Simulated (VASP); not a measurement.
# PbSe (Fm-3m) in VASP: notebook, part 2 of 2

VASP 6.6.1. The steps go on from the part before.

### Step 4. Single point, PBEsol+D3(BJ)

This run uses another cell than the first one, of 27.30 Å³/atom.

The input, INCAR:

```
SYSTEM = PbSe
PREC = Accurate
ENCUT = 520
EDIFF = 1E-7
ISMEAR = -1
SIGMA = 0.05
LREAL = .FALSE.
LASPH = .TRUE.
NELM = 80
ALGO = Normal
ISIF = 2
LWAVE = .FALSE.
LCHARG = .FALSE.
GGA = PS
IVDW = 12
NBANDS = 17
```

The input, KPOINTS:

```
regular mesh
0
G
  8 8 8
  0 0 0
```

The input, POSCAR:

```
PbSe
1.0
    0.0000000000      3.0110507937      3.0110507937
    3.0110507937      0.0000000000      3.0110507937
    3.0110507937      3.0110507937      0.0000000000
Pb Se
1 1
Direct
    0.0000000000      0.0000000000      0.0000000000
    0.5000000000      0.5000000000      0.5000000000
```

Potentials or basis: VASP PAW PBE potentials, release 64 (Pb_d, Se).

Command:

```sh
$ cat potpaw_PBE.64/Pb_d/POTCAR potpaw_PBE.64/Se/POTCAR > POTCAR
$ mpirun -np 1 vasp_std > vasp.out
```

OUTCAR:

```text
SYSTEM = PbSe
   PREC = Accurate
   ENCUT = 520
   EDIFF = 1E-7
   ISMEAR = -1
   LREAL = .FALSE.
   LASPH = .TRUE.
   NELM = 80
   ISIF = 2
   GGA = PS
   IVDW = 12
 IVDW          = 12

 ion  position               nearest neighbor table
   1  0.000  0.000  0.000-   2 3.01   2 3.01   2 3.01   2 3.01   2 3.01   2 3.01
   2  0.500  0.500  0.500-   1 3.01   1 3.01   1 3.01   1 3.01   1 3.01   1 3.01

  LATTYP: Found a face centered cubic cell.
 ALAT       =     6.0221015874

  Lattice vectors:

 A1 = (   0.0000000000,   3.0110507937,   3.0110507937)
 A2 = (   3.0110507937,   0.0000000000,   3.0110507937)
 A3 = (   3.0110507937,   3.0110507937,   0.0000000000)

Analysis of symmetry for initial positions (statically):
=====================================================================
 Subroutine PRICEL returns:
 Original cell was already a primitive cell.

 Routine SETGRP: Setting up the symmetry group for a
 face centered cubic supercell.

 Subroutine GETGRP returns: Found 48 space group operations
 (whereof 48 operations were pure point group operations)
 out of a pool of 48 trial point group operations.

The static configuration has the point symmetry O_h .

Analysis of symmetry for dynamics (positions and initial velocities):
=====================================================================
 Subroutine PRICEL returns:
 Original cell was already a primitive cell.

 Routine SETGRP: Setting up the symmetry group for a
 face centered cubic supercell.

 Subroutine GETGRP returns: Found 48 space group operations
 (whereof 48 operations were pure point group operations)
 out of a pool of 48 trial point group operations.

The dynamic configuration has the point symmetry O_h .

 Subroutine INISYM returns: Found 48 space group operations
 (whereof 48 operations are pure point group operations),
 and found     1 'primitive' translations

----------------------------------------------------------------------------------------

[... 111 lines left out ...]
     AMIX     =   0.40;   BMIX     =  1.00
     AMIX_MAG =   1.60;   BMIX_MAG =  1.00
  volume/ion in A,a.u.               =      27.30       184.23
  Fermi-wavevector in a.u.,A,eV,Ry     =   1.171359  2.213548 18.668313  1.372082
  Thomas-Fermi vector in A             =   2.307804
   LORBIT       =      0    0 simple, 1 ext, 2 COOP (PROOUT), +10 PAW based schemes
   GGA     = PS    functional components
   LHFCALC =     F    Hartree Fock is set to
   AEXX    =    0.0000 exact exchange contribution
   IVDW    =    12    specifies the selected vdW correction
   LEPSILON=     F    determine dielectric tensor
   LRPA    =     F    only Hartree local field effects (RPA)
 non-spin polarized calculation
  energy-cutoff  :      520.00
  volume of cell :       54.60
 maximum number of plane-waves:      1480
   NGX = 15   NGY = 15   NGZ = 15

 number of electron      20.0000004 magnetization

 Free energy of the ion-electron system (eV)
  ---------------------------------------------------
  ext. energy  EPLUGINS =         0.00000000
  ---------------------------------------------------
  free energy    TOTEN  =        -8.90219081 eV

  energy without entropy =       -8.90112117  energy(sigma->0) =       -8.90165599

 E-fermi :   5.5929     XC(G=0):  -9.9471

 val. band max:        5.5789502426   @ k =   0.5000   0.0000   0.0000
 cond. band min:       5.6067914253   @ k =   0.5000   0.0000   0.0000
 fundamental gap:      0.0278411827
 Fermi energy:         5.5928875031

 k-point     1 :       0.0000    0.0000    0.0000
  band No.  band energies     occupation
      1     -11.3067      2.00000
      2     -11.3067      2.00000
      3     -11.3054      2.00000
      4     -11.3054      2.00000
      5     -11.3054      2.00000
      6      -8.5085      2.00000
[... 457 lines left out ...]
      4     -11.2804      2.00000
      5     -11.2613      2.00000
      6      -7.0747      2.00000
[... 9 lines left out ...]
     16      16.3563      0.00000
     17      16.4409      0.00000

 [... further k-points ...]

------------------------ aborting loop because EDIFF is reached ----------------------------------------

 Edisp (eV)   -0.75258

 E8    (eV) :    -0.5187

  FORCE on cell =-STRESS in cart. coord.  units (eV):
  Direction    XX          YY          ZZ          XY          YZ          ZX
  --------------------------------------------------------------------------------------
  -------------------------------------------------------------------------------------
  Total       0.00255     0.00255     0.00255    -0.00000    -0.00000    -0.00000
  in kB       0.07479     0.07479     0.07479    -0.00000    -0.00000    -0.00000
  external pressure =        0.07 kB  Pullay stress =        0.00 kB

 VOLUME and BASIS-vectors are now :
 -----------------------------------------------------------------------------
  energy-cutoff  :      520.00
  volume of cell :       54.60
      direct lattice vectors                 reciprocal lattice vectors
     0.000000000  3.011050794  3.011050794    -0.166054987  0.166054987  0.166054987
     3.011050794  0.000000000  3.011050794     0.166054987 -0.166054987  0.166054987
     3.011050794  3.011050794  0.000000000     0.166054987  0.166054987 -0.166054987

 POSITION                                       TOTAL-FORCE (eV/Angst)
 -----------------------------------------------------------------------------------
      0.00000      0.00000      0.00000        -0.000000     -0.000000     -0.000000
      3.01105      3.01105      3.01105         0.000000      0.000000      0.000000
 -----------------------------------------------------------------------------------
    total drift:                                0.000000     -0.000000     -0.000000

  FREE ENERGIE OF THE ION-ELECTRON SYSTEM (eV)
  ---------------------------------------------------
  free  energy   TOTEN  =        -9.6547717641 eV

  energy  without entropy=       -9.6537021287  energy(sigma->0) =       -9.65423695
```

Wall time 27 s (1 thread of Intel Xeon Platinum 8488C (Sapphire Rapids), shared host); peak memory 0.19 GiB.

Results:

* Free energy: -9.6548 eV
* Pressure: 0.0 GPa
* Band gap on the k mesh: 0.03 eV
* Dispersion energy per atom: -0.376 eV

Levels at points of the mesh, in eV from the valence-band top:
```
           k point  band 6  band 7  band 8  band 9  band 10  band 11  band 12  band 13  band 14  band 15
(0.00, 0.00, 0.00)  -14.09   -6.30   -2.15   -2.15    -2.15     4.74     4.74     4.74     6.29     6.29
(0.50, 0.00, 0.00)  -12.89   -9.18   -1.70   -1.70     0.00     0.03     1.49     1.49     8.42    10.04
(0.50, 0.50, 0.00)  -12.43   -7.55   -5.49   -3.61    -3.61     3.32     5.72     5.72     6.17    11.36
```

Caveat: the PAW data sets were made with another functional, which shifts forces and pressure a little; spin-orbit coupling is left out, which moves the levels of the heavy elements.

### Step 5. Single point, PBEsol+D3(BJ)

This run uses another cell than the first one, of 27.41 Å³/atom.

The input, INCAR:

```
PREC = Accurate
ENCUT = 520
EDIFF = 1E-7
ISMEAR = -1
SIGMA = 0.05
LREAL = F
LASPH = T
NELM = 80
ALGO = Normal
ISIF = 2
LWAVE = F
LCHARG = F
GGA = PS
IVDW = 12
NBANDS = 17
```

The input, KPOINTS:

```
Automatic mesh
0
Gamma
  8 8 8
```

The input, POSCAR:

```
PbSe
1.0
    0.0000000000      3.0150600648      3.0150600648
    3.0150600648      0.0000000000      3.0150600648
    3.0150600648      3.0150600648      0.0000000000
Pb Se
1 1
Direct
    0.0000000000      0.0000000000      0.0000000000
    0.5000000000      0.5000000000      0.5000000000
```

Command:

```sh
$ cat potpaw_PBE.64/Pb_d/POTCAR potpaw_PBE.64/Se/POTCAR > POTCAR
$ mpirun -np 1 vasp_std > vasp.out
```

Wall time 31 s (1 thread of Intel Xeon Platinum 8488C (Sapphire Rapids), shared host); peak memory 0.19 GiB.

It converged, with:

```yaml
Free_energy: -9.6547 eV
Pressure: -0.2 GPa
Band_gap_on_the_k_mesh: 0.04 eV
Dispersion_energy_per_atom: -0.375 eV
```

Levels at points of the mesh, in eV from the valence-band top:
| k point | band 8 | band 9 | band 10 | band 11 | band 12 | band 13 |
| --- | --- | --- | --- | --- | --- | --- |
| (0.00, 0.00, 0.00) | -2.12 | -2.12 | -2.12 | 4.73 | 4.73 | 4.73 |
| (0.50, 0.00, 0.00) | -1.68 | -1.68 | 0.00 | 0.04 | 1.51 | 1.51 |
| (0.50, 0.50, 0.00) | -5.45 | -3.58 | -3.58 | 3.34 | 5.71 | 5.71 |

Caveat: three body term missing; the PAW data sets were made with another functional, which shifts forces and pressure a little; spin-orbit coupling is left out, which moves the levels of the heavy elements.

### Step 6. The runs side by side

| level | cell | k mesh | gap on the mesh (eV) | pressure (GPa) |
| --- | --- | --- | --- | --- |
| r2SCAN | a = 4.328 Å, angles 60.0°, 2 atoms | 4 × 4 × 4 | 0.58 | 1.6 |
| PBEsol+D3(BJ) | a = 4.258 Å, angles 60.0°, 2 atoms | 8 × 8 × 8 | 0.03 | 0.0 |
| PBEsol+D3(BJ) | a = 4.264 Å, angles 60.0°, 2 atoms | 8 × 8 × 8 | 0.04 | -0.2 |

Alike in all rows: task single point; potentials or basis VASP PAW PBE potentials, release 64 (Pb_d, Se); no spin polarisation; cutoff (eV) 520; smearing fermi-dirac 0.05 eV.

Caveats: some runs use coarse meshes; the PAW data sets were made with another functional, which shifts forces and pressure a little; spin-orbit coupling is left out, which moves the levels of the heavy elements; three body term missing (at least some runs).

Absolute energies hang on the potentials; compare differences alone.

### Step 7. Comparison with measurements

Step 4. Against the measured gap of PbSe, 0.15 eV (direct; 4.2 K; a printed reference work, monograph), the calculated 0.03 eV is off by -0.12 eV. 2 values of this kind are on record (0.15 to 0.28 eV); this one was drawn at random. Spin-orbit coupling on Pb, Se is left out. The value is that of PBEsol+D3(BJ) on a finite k mesh, which can miss the band edges, without temperature or zero-point motion. Semilocal functionals fall short of measured gaps as a rule.

Step 5. A measured gap of PbSe is 0.28 eV (direct; 300 K; a printed reference work, monograph); the calculated 0.04 eV misses it by -0.24 eV. 2 values of this kind are on record (0.15 to 0.28 eV); this one was drawn at random. Spin-orbit coupling on Pb, Se is left out. The value is that of PBEsol+D3(BJ) on a finite k mesh, which can miss the band edges, without temperature or zero-point motion. Semilocal functionals fall short of measured gaps as a rule.
